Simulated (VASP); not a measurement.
# Cu in VASP: reference runs

How does Cu come out in PBE? The cell is run as given.

All numbers are computed with VASP 6.6.1; they aren't measurements. Logs are shortened: lines on timing, memory, paths and dates and some standing lists are left out, and cuts for length are marked.

## Step 1: The undisturbed slab

The cell holds a slab with vacuum, 6 atoms: a = 2.531 Å, b = 2.531 Å, c = 25.327 Å, α = 90.00°, β = 90.00°, γ = 120.00°.

The slab is cut from a database's or a generator's crystal, which needn't be the stable form of the element.

## Step 2: Single point, PBE (the (0 0 1) slab of Cu, cut from the database cell, not relaxed)

The input, INCAR:

```
PREC = Accurate
ENCUT = 520
EDIFF = 1E-7
ISMEAR = -1
SIGMA = 0.05
LREAL = F
LASPH = T
NELM = 80
ALGO = Normal
ISIF = 2
LWAVE = F
LCHARG = T
LDIPOL = T
IDIPOL = 3
DIPOL = 0.5 0.5 0.500
GGA = PE
LELF = T
LVHAR = T
LVACPOTAV = T
NBANDS = 42
```

The input, KPOINTS:

```
Automatic mesh
0
Gamma
  12 12 1
```

The input, POSCAR:

```
Cu
1.0
    2.5307640267      0.0000000000      0.0000000000
   -1.2653820133      2.1917059381      0.0000000000
    0.0000000000      0.0000000000     25.3272688500
Cu
6
Direct
    0.6666666700      0.3333333400      0.2961235198
    0.0000000000      0.0000000000      0.3776741119
    0.3333333300      0.6666666600      0.4592247040
    0.0000000000      0.0000000000      0.5407752960
    0.6666666700      0.3333333400      0.6223258881
    0.0000000000      0.0000000000      0.7038764802
```

Potentials or basis: VASP PAW PBE potentials, release 64 (Cu).

Run with:

```sh
cat potpaw_PBE.64/Cu/POTCAR > POTCAR
mpirun -np 1 vasp_std > vasp.out
```

OUTCAR:

```text
PREC = Accurate
   ENCUT = 520
   EDIFF = 1E-7
   ISMEAR = -1
   LREAL = F
   LASPH = T
   NELM = 80
   ISIF = 2
   GGA = PE

 ion  position               nearest neighbor table
   1  0.667  0.333  0.296-   2 2.53   2 2.53   2 2.53
   2  0.000  0.000  0.378-   3 2.53   1 2.53   3 2.53   1 2.53   1 2.53   3 2.53
   3  0.333  0.667  0.459-   4 2.53   2 2.53   4 2.53   4 2.53   2 2.53   2 2.53
   4  0.000  0.000  0.541-   3 2.53   5 2.53   3 2.53   3 2.53   5 2.53   5 2.53
   5  0.667  0.333  0.622-   4 2.53   6 2.53   4 2.53   6 2.53   4 2.53   6 2.53
   6  0.000  0.000  0.704-   5 2.53   5 2.53   5 2.53

  LATTYP: Found a hexagonal cell.
 ALAT       =     2.5307640267
 C/A-ratio  =    10.0077559910

  Lattice vectors:

 A1 = (   2.5307640267,   0.0000000000,   0.0000000000)
 A2 = (  -1.2653820133,   2.1917059381,   0.0000000000)
 A3 = (   0.0000000000,   0.0000000000,  25.3272688500)

Analysis of symmetry for initial positions (statically):
=====================================================================
 Subroutine PRICEL returns:
 Original cell was already a primitive cell.

 Routine SETGRP: Setting up the symmetry group for a
 hexagonal supercell.

 Subroutine GETGRP returns: Found  6 space group operations
 (whereof  6 operations were pure point group operations)
 out of a pool of 24 trial point group operations.

The static configuration has the point symmetry C_3v.

Analysis of symmetry for dynamics (positions and initial velocities):
=====================================================================
 Subroutine PRICEL returns:
 Original cell was already a primitive cell.

 Routine SETGRP: Setting up the symmetry group for a
 hexagonal supercell.

 Subroutine GETGRP returns: Found  6 space group operations
 (whereof  6 operations were pure point group operations)
 out of a pool of 24 trial point group operations.

The dynamic configuration has the point symmetry C_3v.

 Subroutine INISYM returns: Found  6 space group operations
 (whereof  6 operations are pure point group operations),
 and found     1 'primitive' translations

----------------------------------------------------------------------------------------

                                     Primitive cell

  volume of cell :     140.4825

  direct lattice vectors                    reciprocal lattice vectors
     2.530764027  0.000000000  0.000000000     0.395137591  0.228132794  0.000000000
    -1.265382013  2.191705938  0.000000000     0.000000000  0.456265589  0.000000000
     0.000000000  0.000000000 25.327268850     0.000000000  0.000000000  0.039483136

  length of vectors
     2.530764027  2.530764027 25.327268850     0.456265589  0.456265589  0.039483136

  position of ions in fractional coordinates (direct lattice)
     0.666666670  0.333333340  0.296123520
     0.000000000  0.000000000  0.377674112
     0.333333330  0.666666660  0.459224704
     0.000000000  0.000000000  0.540775296
     0.666666670  0.333333340  0.622325888
     0.000000000  0.000000000  0.703876480

  ion indices of the primitive-cell ions
   primitive index   ion index
                 1           1
                 2           2
                 3           3
                 4           4
                 5           5
                 6           6

----------------------------------------------------------------------------------------

 KPOINTS: Automatic mesh

Automatic generation of k-mesh.
 Grid dimensions read from file:
 generate k-points for:   12   12    1

 Generating k-lattice:

  Cartesian coordinates                     Fractional coordinates (reciprocal lattice)
     0.032928133  0.019011066  0.000000000     0.083333333  0.000000000  0.000000000
     0.000000000  0.038022132  0.000000000     0.000000000  0.083333333  0.000000000
     0.000000000  0.000000000  0.039483136     0.000000000  0.000000000  1.000000000

  Length of vectors
     0.038022132  0.038022132  0.039483136

  Shift w.r.t. Gamma in fractional coordinates (k-lattice)
     0.000000000  0.000000000  0.000000000

 Subroutine IBZKPT returns following result:
 ===========================================

 Found     19 irreducible k-points:

 Following reciprocal coordinates:
            Coordinates               Weight
  0.000000  0.000000  0.000000      1.000000
  0.083333 -0.000000  0.000000      6.000000
  0.166667 -0.000000  0.000000      6.000000
  0.250000 -0.000000  0.000000      6.000000
  0.333333 -0.000000  0.000000      6.000000
  0.416667  0.000000  0.000000      6.000000
[... 11 lines left out ...]
  0.333333  0.250000  0.000000     12.000000
  0.333333  0.333333  0.000000      2.000000
   k-points           NKPTS =     19   k-points in BZ     NKDIM =     19   number of bands    NBANDS=     42
   number of dos      NEDOS =    301   number of ions     NIONS =      6
   total plane-waves  NPLWV =  76800
   dimension x,y,z NGX =    20 NGY =   20 NGZ =  192
   dimension x,y,z NGXF=    40 NGYF=   40 NGZF=  384
   ions per type =               6
   NGX,Y,Z   is equivalent  to a cutoff of  13.14, 13.14, 12.60 a.u.
   NGXF,Y,Z  is equivalent  to a cutoff of  26.28, 26.28, 25.21 a.u.
 SYSTEM =  unknown system
   PREC   = accura    normal or accurate (medium, high low for compatibility)
   ISTART =      0    job   : 0-new  1-cont  2-samecut
   ICHARG =      2    charge: 1-file 2-atom 10-const
   ISPIN  =      1    spin polarized calculation?
   LNONCOLLINEAR =      F non collinear calculations
   LSORBIT =      F    spin-orbit coupling
   LASPH  =      T    aspherical Exc in radial PAW
   ENCUT  =  520.0 eV  38.22 Ry    6.18 a.u.   4.71  4.71 47.09*2*pi/ulx,y,z
   NELM   =     80;   NELMIN=  2; NELMDL= -5     # of ELM steps
   EDIFF  = 0.1E-06   stopping-criterion for ELM
   LREAL  =      F    real-space projection
   EDIFFG = 0.1E-05   stopping-criterion for IOM
   NSW    =      0    number of steps for IOM
   IBRION =     -1    ionic relax: 0-MD 1-quasi-New 2-CG
   NFREE  =      0    steps in history (QN), initial steepest desc. (CG)
   ISIF   =      2    stress and relaxation
   ISYM   =      2    0-nonsym 1-usesym 2-fastsym
   POTIM  = 0.5000    time-step for ionic-motion
   TEBEG  =    0.0;   TEEND  =   0.0 temperature during run
   PSTRESS=    0.0 pullay stress
   NELECT =      66.0000    total number of electrons
   NUPDOWN=      -1.0000    fix difference up-down
   EMIN   =  10.00;   EMAX   =-10.00  energy-range for DOS
   EFERMI =   0.00;   METHOD = LEGACY
   ISMEAR =    -1;   SIGMA  =   0.05  broadening in eV -4-tet -1-fermi 0-gaus
   EFERMI_NEDOS =   21; number of points for ismear=-14 and -15
   IALGO  =     38    algorithm
   IMIX   =      4    mixing-type and parameters
     AMIX     =   0.40;   BMIX     =  1.00
     AMIX_MAG =   1.60;   BMIX_MAG =  1.00
  volume/ion in A,a.u.               =      23.41       158.00
  Fermi-wavevector in a.u.,A,eV,Ry     =   1.272669  2.404995 22.037162  1.619686
  Thomas-Fermi vector in A             =   2.405534
   LORBIT       =      0    0 simple, 1 ext, 2 COOP (PROOUT), +10 PAW based schemes
   GGA     = PE    functional components
   LHFCALC =     F    Hartree Fock is set to
   AEXX    =    0.0000 exact exchange contribution
   IVDW    =     0    specifies the selected vdW correction
   LEPSILON=     F    determine dielectric tensor
   LRPA    =     F    only Hartree local field effects (RPA)
 non-spin polarized calculation
  energy-cutoff  :      520.00
  volume of cell :      140.48
 maximum number of plane-waves:      3816
 NGX is ok and might be reduce to    20
   NGX =  9   NGY =  9   NGZ = 95

 dipolmoment           0.000000      0.000000      0.000208 electrons x Angstroem

 number of electron      66.0000018 magnetization

 dipolmoment           0.000000      0.000000     -0.000076 electrons x Angstroem

 Free energy of the ion-electron system (eV)
  ---------------------------------------------------
  ext. energy  EPLUGINS =         0.00000000
  ---------------------------------------------------
  free energy    TOTEN  =       -21.38101130 eV

  energy without entropy =      -21.35489130  energy(sigma->0) =      -21.36795130

 E-fermi :   1.5765     XC(G=0):  -7.0452

 val. band max:        1.5667031385   @ k =   0.3333   0.1667   0.0000
 cond. band min:       1.5773856924   @ k =   0.4167   0.0833   0.0000
 fundamental gap:      0.0106825540
 Fermi energy:         1.5764596619

 k-point     1 :       0.0000    0.0000    0.0000
  band No.  band energies     occupation
      1      -7.8012      2.00000
      2      -7.1677      2.00000
      3      -6.1508      2.00000
      4      -4.9611      2.00000
      5      -4.0397      2.00000
      6      -3.7179      2.00000
[... 34 lines left out ...]
     41       7.0922      0.00000
     42       8.9782      0.00000

 k-point     2 :       0.0833   -0.0000    0.0000
  band No.  band energies     occupation
      1      -7.5735      2.00000
      2      -6.9452      2.00000
      3      -5.9375      2.00000
      4      -4.7616      2.00000
      5      -3.8626      2.00000
      6      -3.5707      2.00000
[... 34 lines left out ...]
     41       7.2970      0.00000
     42       9.1897      0.00000

 k-point     3 :       0.1667   -0.0000    0.0000
  band No.  band energies     occupation
      1      -6.9078      2.00000
      2      -6.2994      2.00000
      3      -5.3299      2.00000
      4      -4.2145      2.00000
      5      -3.3943      2.00000
      6      -3.1903      2.00000
[... 672 lines left out ...]
      4      -2.6723      2.00000
      5      -2.5604      2.00000
      6      -2.5471      2.00000
[... 34 lines left out ...]
     41       8.5309      0.00000
     42       8.9810      0.00000

 k-point    19 :       0.3333    0.3333    0.0000
  band No.  band energies     occupation
      1      -2.6034      2.00000
      2      -2.6000      2.00000
      3      -2.5690      2.00000
      4      -2.5209      2.00000
      5      -2.4955      2.00000
      6      -2.4888      2.00000
[... 34 lines left out ...]
     41       8.1666      0.00000
     42       8.7735      0.00000

------------------------ aborting loop because EDIFF is reached ----------------------------------------

  FORCE on cell =-STRESS in cart. coord.  units (eV):
  Direction    XX          YY          ZZ          XY          YZ          ZX
  --------------------------------------------------------------------------------------
  -------------------------------------------------------------------------------------
  Total        1.9515651      1.9515651      1.7645103      0.0000000      0.0000000      0.0000000
  in kB       22.2572410     22.2572410     20.1239151      0.0000000      0.0000000      0.0000000
  external PRESSURE =      21.5461324 kB  Pullay stress =       0.0000000 kB

 VOLUME and BASIS-vectors are now :
 -----------------------------------------------------------------------------
  energy-cutoff  :      520.00
  volume of cell :      140.48
      direct lattice vectors                 reciprocal lattice vectors
     2.530764027  0.000000000  0.000000000     0.395137591  0.228132794  0.000000000
    -1.265382013  2.191705938  0.000000000     0.000000000  0.456265589  0.000000000
     0.000000000  0.000000000 25.327268850     0.000000000  0.000000000  0.039483136

 POSITION                                       TOTAL-FORCE (eV/Angst)
 -----------------------------------------------------------------------------------
      1.26538      0.73057      7.50000         0.000000     -0.000000     -0.133482
      0.00000      0.00000      9.56545         0.000000     -0.000000     -0.058321
      0.00000      1.46114     11.63091        -0.000000     -0.000000     -0.002980
      0.00000      0.00000     13.69636         0.000000     -0.000000      0.006383
      1.26538      0.73057     15.76182         0.000000     -0.000000      0.023025
      0.00000      0.00000     17.82727         0.000000      0.000000      0.165376
 -----------------------------------------------------------------------------------
    total drift:                               -0.000001     -0.000001     -0.000402

  FREE ENERGIE OF THE ION-ELECTRON SYSTEM (eV)
  ---------------------------------------------------
  free  energy   TOTEN  =       -21.3810113031 eV

  energy  without entropy=      -21.3548913043  energy(sigma->0) =      -21.36795130

 vacuum level on the upper side and lower side of the slab         6.248         6.250
```

Run time: 3.1 min. Hardware: 1 thread of Intel Xeon Platinum 8488C (Sapphire Rapids), shared host; peak memory 0.3 GiB.

What came out:

| Quantity | Value |
| --- | --- |
| Free energy | -21.3810 eV |
| Largest force | 0.165 eV/Å |
| Band gap on the k mesh | none (metal or under the smearing width) |
| Work function of the upper face | 4.67 eV |
| Work function of the lower face | 4.67 eV |

Forces in eV/Å, atoms in the order of the input:
```
Cu   0.000  0.000 -0.133
Cu   0.000  0.000 -0.058
Cu   0.000  0.000 -0.003
Cu   0.000  0.000  0.006
Cu   0.000  0.000  0.023
Cu   0.000  0.000  0.165
```
